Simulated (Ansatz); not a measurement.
# Al (Fm-3m) in Ansatz: a series of runs

The runs below take Al through single point, atomic charges, with BLYP, PBEsol.

Program: Ansatz 0.2.0. These are calculated values, not measurements. Logs are shortened: lines on timing, memory, paths and dates and some standing lists are left out, and cuts for length are marked.

### 1 The structure

Symmetry: Fm-3m, No. 225, cubic system. Conventional cell: a = 4.050 Å, b = 4.050 Å, c = 4.050 Å, α = 90.00°, β = 90.00°, γ = 90.00°. Around Al (site symmetry m-3m) lie 12 Al at 2.86 Å.

### 2 Single point, BLYP, collinear spin, ferromagnetic start

input.yaml

```yaml
crystal:
  lattice:
    - [0.0, 2.024805, 2.024805]
    - [2.024805, 0.0, 2.024805]
    - [2.024805, 2.024805, 0.0]
  atoms:
    - { symbol: Al, position: [0.0, 0.0, 0.0], spin: 0.5 }
hamiltonian:
  xc: blyp
  pseudopotentials: { kind: paw, accuracy: standard }
magnetization:
  spin_polarized: true
kpoints:
  mp_grid: { grid: [11, 11, 11] }
scf:
  occupations: { method: gaussian, width: 0.1 }
  mixing: { algorithm: broyden, beta: 0.3, ndim: 4 }
output:
  forces: true
  stress: true
  eigenvalues: true
```

Potentials or basis: SSSP efficiency PAW.

Run with:

```console
ansatz run input.yaml --threads 1 --pin off --max-ram 2560MiB --backend cpu --events-out ev --progress --plain --runs-dir out
```

Log:

```text
Warning: RAYON_NUM_THREADS=1 ignored (pool sized by the plan → 1); use --threads N
Engine: ansatz 0.2.0, aarch64-unknown-linux-gnu
Pseudopotentials: kind: paw
Pseudopotential: Al, paw, valence charge 3, recommended cutoff 408.170794 eV (normal), Al.paw.azcp
Functional definition: BLYP
  parameter beta = 0.0042
  parameter a = 0.04918
  parameter b = 0.132
  parameter c = 0.2533
  parameter d = 0.349
  exchange = b88_x(beta = beta)
  correlation = lyp_c(a = a, b = b, c = c, d = d)
Crystal: 1 atoms, lattice volume = 16.603 Å³
Basis set: ecut = 408.170794 eV, 331 PW (Γ), exchange–correlation on 60×60×60 points (8 copies of the dense FFT grid, shifted against one another)
Bands: 6, of which v1, the nominal top of the filled ones, is band 2 counted from 1 (1 counted from 0)
Symmetry: 48 space group operations
Space group: Fm-3m (ITA 225), of the structure as read, at distance tolerance 2.6e-5 Å
Magnetic group: BNS 225.116 (UNI 1618), of the structure as read, at distance tolerance 2.6e-5 Å
k-points: 56 of 1331
Non-local potential: Al, projectors of the file, l = 0: 2, l = 1: 2, l = 2: 2
PAW form: compensated (Kresse and Joubert's): semilocal exchange-correlation on the pseudo side sees the compensation charge
PAW frozen core: Al, regenerated for the run's functional, and the local potential with it (the file was generated under x = pbe(κ = 0.804, μ = 0.2195149727645171), c = pbe(β = 0.06672455060314922))
PAW one-centre angular grid: Al, 110 points (default); XC on 64 Gauss nodes
Initial density: superposition of atomic densities (chi_scale 0.1, normalization cell)
Starting moments: Σ|m| = 0.5 μB on 1 of 1 site
Initial wavefunctions: pseudopotential atomic-orbital guess
Functional: x = b88, c = lyp
iter 1 solved again at ethr=1.37e-3 eV; its pass at ethr=3.10e-3 eV (dr2=4.12e-2 eV) is discarded
SCF iter   1: F=—  HF=-540.385810 eV  |F-HF|=—  |Δ(HF+E_count)|=         —  Δρ=1.55e-2 (↑1.55e-2 ↓1.47e-2)  dr2=4.14e-2  dr2_m=2.36e-2  M=0.093 μB ∫|m|=0.093 μB  β_m=0.30  ethr=1.37e-3  ⟨swp⟩=1.0  Hψ=6947  notcnv=0
preconditioner: auto → none  [insulator: Δε(μ)=0.216 eV  Ē_g=13.090 eV  σ=0.100 eV  W_gap=0.57  n_scr=0 (ndim 4)  ℏωp=15.8 eV  f_vac=0.000  D(μ)=0.37/eV (n_scr^D=0)  ε∞_Penn≈2.5]
SCF iter   2: F=—  HF=-540.411026 eV  |F-HF|=—  |Δ(HF+E_count)|=   2.52e-2  Δρ=1.14e-2 (↑1.14e-2 ↓1.09e-2)  dr2=2.13e-2  dr2_m=1.32e-2  M=0.074 μB ∫|m|=0.074 μB  β_m=0.30  ethr=1.37e-3  ⟨swp⟩=1.0  Hψ=672  notcnv=0  κ⁻¹=1.0e0(r=1)
SCF iter   3: F=—  HF=-540.427860 eV  |F-HF|=—  |Δ(HF+E_count)|=   1.68e-2  Δρ=6.82e-3 (↑6.80e-3 ↓6.82e-3)  dr2=1.72e-4  dr2_m=7.01e-3  M=0.059 μB ∫|m|=0.059 μB  β_m=0.30  ethr=7.09e-4  ⟨swp⟩=2.5  Hψ=1254  notcnv=0  κ⁻¹=8.4e-4(r=2)
SCF iter   4: F=—  HF=-540.435050 eV  |F-HF|=—  |Δ(HF+E_count)|=   7.19e-3  Δρ=5.03e-3 (↑5.02e-3 ↓5.03e-3)  dr2=3.58e-5  dr2_m=3.84e-3  M=0.050 μB ∫|m|=0.050 μB  β_m=0.30  ethr=5.75e-6  ⟨swp⟩=2.0  Hψ=827  notcnv=0  κ⁻¹=4.2e-6(r=3)
SCF iter   5: F=—  HF=-540.438989 eV  |F-HF|=—  |Δ(HF+E_count)|=   3.94e-3  Δρ=3.74e-3 (↑3.74e-3 ↓3.74e-3)  dr2=3.97e-8  dr2_m=2.13e-3  M=0.043 μB ∫|m|=0.043 μB  β_m=0.30  ethr=3.33e-9  ⟨swp⟩=3.6  Hψ=4044  notcnv=0  κ⁻¹=2.3e-7(r=4)
SCF iter   6: F=—  HF=-540.441172 eV  |F-HF|=—  |Δ(HF+E_count)|=   2.18e-3  Δρ=2.82e-3 (↑2.82e-3 ↓2.82e-3)  dr2=8.57e-9  dr2_m=1.21e-3  M=0.036 μB ∫|m|=0.036 μB  β_m=0.30  ethr=1.32e-9  ⟨swp⟩=5.9  Hψ=3793  notcnv=0  κ⁻¹=2.4e-8(r=4)
SCF iter   7: F=—  HF=-540.442430 eV  |F-HF|=—  |Δ(HF+E_count)|=   1.26e-3  Δρ=2.17e-3 (↑2.17e-3 ↓2.17e-3)  dr2=5.54e-9  dr2_m=7.16e-4  M=0.030 μB ∫|m|=0.030 μB  β_m=0.43  ethr=2.86e-10  ⟨swp⟩=5.7  Hψ=3560  notcnv=0
Mixer restart at iter 7: flushing history
spin-set hold released at iteration 7 (site moments contracting): the magnetisation degrees of freedom join the quasi-Newton model from the next iteration; the mixer history was flushed
SCF iter   8: F=—  HF=-540.443437 eV  |F-HF|=—  |Δ(HF+E_count)|=   1.01e-3  Δρ=1.49e-3 (↑1.49e-3 ↓1.49e-3)  dr2=1.86e-8  dr2_m=3.39e-4  M=0.022 μB ∫|m|=0.022 μB  β_m=1.20  ethr=1.85e-10  ⟨swp⟩=5.8  Hψ=3652  notcnv=0  κ⁻¹=1.0e0(r=1)
SCF iter   9: F=—  HF=-540.444388 eV  |F-HF|=—  |Δ(HF+E_count)|=   9.51e-4  Δρ=9.32e-5 (↑9.31e-5 ↓9.32e-5)  dr2=1.31e-8  dr2_m=1.32e-6  M=0.001 μB ∫|m|=0.001 μB  β_m=1.20  ethr=1.85e-10  ⟨swp⟩=6.2  Hψ=3960  notcnv=0  κ⁻¹=1.6e-4(r=2)
SCF iter  10: F=—  HF=-540.444387 eV  |F-HF|=—  |Δ(HF+E_count)|=   1.30e-6  Δρ=1.14e-5 (↑1.14e-5 ↓1.09e-5)  dr2=5.38e-9  dr2_m=1.76e-8  M=-0.001 μB ∫|m|=0.001 μB  β_m=1.20  ethr=1.85e-10  ⟨swp⟩=5.0  Hψ=3410  notcnv=0  κ⁻¹=2.5e-5(r=3)
SCF iter  11: F=—  HF=-540.444384 eV  |F-HF|=—  |Δ(HF+E_count)|=   2.24e-6  Δρ=1.04e-5 (↑1.04e-5 ↓1.03e-5)  dr2=2.06e-9  dr2_m=1.57e-8  M=-0.000 μB ∫|m|=0.000 μB  β_m=1.20  ethr=1.79e-10  ⟨swp⟩=4.2  Hψ=3259  notcnv=0  κ⁻¹=1.1e-6(r=4)
SCF iter  12: F=—  HF=-540.444384 eV  |F-HF|=—  |Δ(HF+E_count)|=   8.09e-7  Δρ=6.62e-6 (↑6.62e-6 ↓6.61e-6)  dr2=4.87e-12  dr2_m=6.66e-9  M=0.000 μB ∫|m|=0.000 μB  β_m=1.20  ethr=6.86e-11  ⟨swp⟩=4.2  Hψ=3282  notcnv=0  κ⁻¹=1.0e-6(r=4)
SCF iter  13: F=—  HF=-540.444383 eV  |F-HF|=—  |Δ(HF+E_count)|=   3.29e-8  Δρ=5.86e-7 (↑5.86e-7 ↓5.56e-7)  dr2=1.88e-12  dr2_m=4.92e-11  M=0.000 μB ∫|m|=0.000 μB  β_m=1.20  ethr=1.00e-12  ⟨swp⟩=2.0  Hψ=1173  notcnv=0  κ⁻¹=1.1e-5(r=4)
SCF iter  14: F=—  HF=-540.444383 eV  |F-HF|=—  |Δ(HF+E_count)|=   2.05e-8  Δρ=2.49e-7 (↑2.49e-7 ↓2.26e-7)  dr2=6.41e-13  dr2_m=8.45e-12  M=0.000 μB ∫|m|=0.000 μB  β_m=1.20  ethr=1.00e-12  ⟨swp⟩=2.1  Hψ=1183  notcnv=0  κ⁻¹=8.7e-6(r=4)
SCF iter  15: F=-540.444383 eV  HF=-540.444383 eV  |F-HF|=1.35e-10  |Δ(HF+E_count)|=   8.26e-9  Δρ=3.37e-8 (↑3.37e-8 ↓3.24e-8)  dr2=7.98e-15  dr2_m=1.65e-13  M=-0.000 μB ∫|m|=0.000 μB  ethr=1.00e-12  ⟨swp⟩=2.9  Hψ=1350  notcnv=0
SCF 1 converged in 15 iterations: F = -540.444383 eV  dr2 = 7.98e-15
WARN: the starting moments were not kept: the SCF closed with an absolute magnetisation of 2.9e-6 μB, where they sum to 0.5 μB in size (1 site). That is at most 0.1 of that sum. Measured as dr2_m measures the in/out step, that magnetisation stands 1.4e-12 eV from none, at or under the dr2_threshold of 1.0e-7 eV: it is no larger than a step whose dr2_m would equal this threshold. The system may hold no moment; this SCF shows only that its start led to no more than that. To try another start: raise the starting moments (crystal.atoms[].spin, magnetization.per_species, magnetization.initial_magnetization, or on a non-collinear deck that types none of these the spinor_matrix: blocks that start its atoms; where the total moment is fixed, keep their sum and leave initial_magnetization as it is; typed ones take the place of any that the run laid by itself, positive ones on a crystal's lanthanoids without a Hubbard term where scf.initial_density.shell_occupations: [] is typed) or, if the notice of its spin-set hold's release reads "site moments contracting" or "site moments show no strong build", lengthen the hold (scf.mixing.spin_hold: { on: { confirm: 4 } }; for m-r²SCAN on two components see the key's manual first). Each may lead to a state that holds a moment. A second SCF, from the converged charge density, with the starting moments and any scf.initial_density.shell_occupations laid on it anew, would have followed, and was not run: the deck does not ask for one (magnetization.retry_lost_moments is false, the default). To let it run, set magnetization.retry_lost_moments: true and run the deck again, where that key's refused combinations let it; where memory then withholds it, that run's warning says so.
this state was not tested for a lower state beside it, because the mixer in use, unlike msr1, does not test its closes by its own steps (another_mixer; see scf.mixing.algorithm and scf.lower_state_search)
SCF converged after 15 iterations
Magnetization: -0.0000 μB (1.5000 up, 1.5000 down)
Absolute magnetization: 0.0000 μB (∫|ρ↑−ρ↓|, with the PAW one-centre terms)
Spin contamination: 0.0000 ħ² per cell (⟨S²⟩ above its minimum at these occupations)
Per-site moments (μB) at R_I (Å): [(-2.133359456079524e-6, 1.1811965105163527)]
Free energy (F): -540.444383 eV
Harris-Foulkes:  -540.444383 eV  (|F-HF|=1.35e-10)
Internal energy: -540.441416 eV  (E = F + TS)
E sigma→0 (E₀):  -540.442900 eV
Entropy (-TS):   -0.002967 eV (-2.967 meV/atom)
Fermi energy:    8.328101 eV
--- Per-component energies (eV) ---
  E_band       = 11.710088
  E_kinetic    = 22.650260
  E_local      = 7.339617  (includes V_loc(G=0)·N_el)
  E_nonlocal   = 13.076918
  E_hartree    = 0.089939
  E_xc         = -33.972145
  E_vxc        = -28.194660  (∫ρ·V_xc dr)
  E_paw        = -476.275048  (= ΣΔE_a)
  E_vpaw       = -3.341925  (= ΣTr[D̂ρ^β])
  E_aug_tail   = 0.000001  (compensation charges beyond the density's cutoff)
  E_ewald      = -73.363052
  E_core_change = 0.012094  (= ΣΔE_core)
  E_smearing   = -0.002967  (= −TS)
  E_closure    = 0.000000  (closes the sum)
  Σ components = -540.444383   (vs F -540.444383, Δ=0.00e0)
--- Forces (eV/Å), atoms counted from 1 ---
  atom   1  Al    -0.00000000    -0.00000000     0.00000000
  max |Σ_I F_I| component: 4.62e-33 eV/Å
--- Stress (GPa, compression-positive) ---
        2.955131       0.000000      -0.000000
        0.000000       2.955131       0.000000
       -0.000000       0.000000       2.955131
  P = ⅓ Tr σ = 2.9551 GPa (29.551 kbar)
--- Band table (eV; the first three rows and the last of 112) ---
  k-point 0 ↑: bands = ["-2.7691", "20.8014", "20.8014", "20.8014", "22.1246", "22.1246"]
  k-point 1 ↑: bands = ["-2.5457", "17.9045", "20.1344", "20.1344", "22.9199", "23.1106"]
  k-point 2 ↑: bands = ["-1.8776", "14.2907", "19.3997", "19.3997", "22.7570", "23.9086"]
  k-point 55 ↓: bands = ["6.9367", "7.1740", "8.5910", "10.3826", "22.1041", "24.8840"]
```

Wall time 3.4 s (1 thread of Arm Neoverse V1, shared host); peak memory 0.27 GiB.

What came out:

| Quantity | Value |
| --- | --- |
| Free energy | -540.4444 eV |
| Pressure | 3.0 GPa |
| Band gap on the k mesh | none (metal or under the smearing width) |
| Net moment | 0.00 μB per cell |
| Absolute moment | 0.00 μB per cell |

Levels at points of the mesh, in eV from the Fermi level:
Spin up:
```tsv
k point	band 1	band 2	band 3	band 4	band 5
(0.00, 0.00, 0.00)	-11.10	12.47	12.47	12.47	13.80
```
Spin down:
| k point | band 1 | band 2 | band 3 | band 4 | band 5 | band 6 |
| --- | --- | --- | --- | --- | --- | --- |
| (0.00, 0.00, 0.00) | -11.10 | 12.47 | 12.47 | 12.47 | 13.80 | 13.80 |

Caveat: the starting moments weren't kept.

### 3 Atomic charges, PBEsol, non-collinear spin, ferromagnetic start

input.yaml

```yaml
crystal:
  lattice:
    - [0.0, 2.024805, 2.024805]
    - [2.024805, 0.0, 2.024805]
    - [2.024805, 2.024805, 0.0]
  atoms:
    - { symbol: Al, position: [0.0, 0.0, 0.0], spin: 0.501, spin_axis: [0.354, 0.354, 0.0] }
hamiltonian:
  xc: pbesol
  pseudopotentials: { kind: paw, accuracy: standard, xc_functional: pbe }
magnetization:
  noncollinear: true
  spin_orbit: false
kpoints:
  mp_grid: { grid: [11, 11, 11] }
scf:
  occupations: { method: tetrahedron }
output:
  forces: true
  stress: true
  eigenvalues: true
  bader: true
  populations: intrinsic
```

Potentials or basis: SSSP efficiency PAW.

Run with:

```console
ansatz run input.yaml --threads 1 --pin off --max-ram 2560MiB --backend cpu --events-out ev --progress --plain --runs-dir out
```

Log:

```text
Warning: output.forces, output.stress, relax.cell or npt_langevin: where a Kohn–Sham band that disperses or a degenerate level is filled in part under the method tetrahedron, the forces or the stress that this run publishes need not agree with its energy (scf.occupations.method in the input reference, under Limitations); prefer a smearing scheme for the forces or the stress
Warning: RAYON_NUM_THREADS=1 ignored (pool sized by the plan → 1); use --threads N
[... 3 set-up lines as earlier in the session ...]
Functional definition: PBEsol
  exchange = pbesol_x
  correlation = pbesol_c
this run first makes a single point of its starting geometry on two collinear spin channels, or without spin where it has no moments, for its own SCFs to start from. `scf.lower_state_search: off` leaves that single point out
Crystal: 1 atoms, lattice volume = 16.603 Å³
Basis set: ecut = 408.170794 eV, 331 PW (Γ), exchange–correlation on 60×60×60 points (8 copies of the dense FFT grid, shifted against one another)
Bands: 6, of which v1, the nominal top of the filled ones, is band 2 counted from 1 (1 counted from 0)
[... 70 lines left out ...]
  E_smearing   = -0.000208  (= −TS)
  E_closure    = 0.000000  (closes the sum)
  Σ components = -524.488713   (vs F -524.488713, Δ=0.00e0)
--- Forces (eV/Å), atoms counted from 1 ---
  atom   1  Al     0.00000000     0.00000000     0.00000000
  max |Σ_I F_I| component: 4.96e-24 eV/Å
--- Stress (GPa, compression-positive) ---
       -2.434838       0.000000       0.000000
       -0.000000      -2.434838       0.000000
        0.000000       0.000000      -2.434838
  P = ⅓ Tr σ = -2.4348 GPa (-24.348 kbar)
--- Band table (eV; the first three rows and the last of 56) ---
  k-point 0: bands = ["-3.3060", "-3.3060", "20.3523", "20.3523", "20.3523", "20.3523", "20.3523", "20.3523", "21.7717", "21.7717", "21.7717", "21.7717"]
  k-point 1: bands = ["-3.0824", "-3.0824", "17.4393", "17.4393", "19.7007", "19.7007", "19.7007", "19.7007", "22.4846", "22.4846", "22.7580", "22.7580"]
  k-point 2: bands = ["-2.4136", "-2.4136", "13.8012", "13.8012", "18.9676", "18.9676", "18.9676", "18.9676", "22.2676", "22.2676", "23.5746", "23.5746"]
  k-point 55: bands = ["6.3986", "6.3986", "6.6571", "6.6571", "8.0493", "8.0493", "9.9291", "9.9291", "21.6482", "21.6482", "24.4501", "24.4501"]
--- intrinsic populations: 1 site ---
  site symbol       q [e]
     0     Al      3.0000
  spilling = 0.000000 (of n_electrons = 3.000000)
--- Bader charges: 1 site ---
  site symbol  charge [e]  shift [e]  m_x [muB]  m_y [muB]  m_z [muB]
     0     Al      0.0000     0.0000     0.0000     0.0000     0.0000
  estimated error of the sums over rays = 2.4e-8 e
```

populations.tsv:

```text
# site	symbol	l	j	q
# orbitals = intrinsic
# n_electrons = 3.000000
# spilling = 0.000000
# projection_atom_Al: [Ne] 3s2 3p1
0	Al	0_3S	-	0.938062
0	Al	1_3P	-	2.061938
```

Run time: 8.1 s. Hardware: 1 thread of Arm Neoverse V1, shared host; peak memory 0.31 GiB.

Results:

```yaml
Free_energy: -524.4887 eV
Pressure: -2.4 GPa
Band_gap_on_the_k_mesh: none (metal or under the smearing width)
Net_moment: 0.00 μB per cell
Absolute_moment: 0.00 μB per cell
```

Levels at points of the mesh, in eV from the Fermi level:
```csv
k point,band 1,band 2,band 3,band 4,band 5
"(0.00, 0.00, 0.00)",-11.14,-11.14,12.52,12.52,12.52
```

Moments on the atoms (μB; x, y, z):
```
Al  0.00 0.00 0.00
```

Caveat: with tetrahedron occupations forces and stress needn't match the slope of the energy; the starting moments weren't kept.
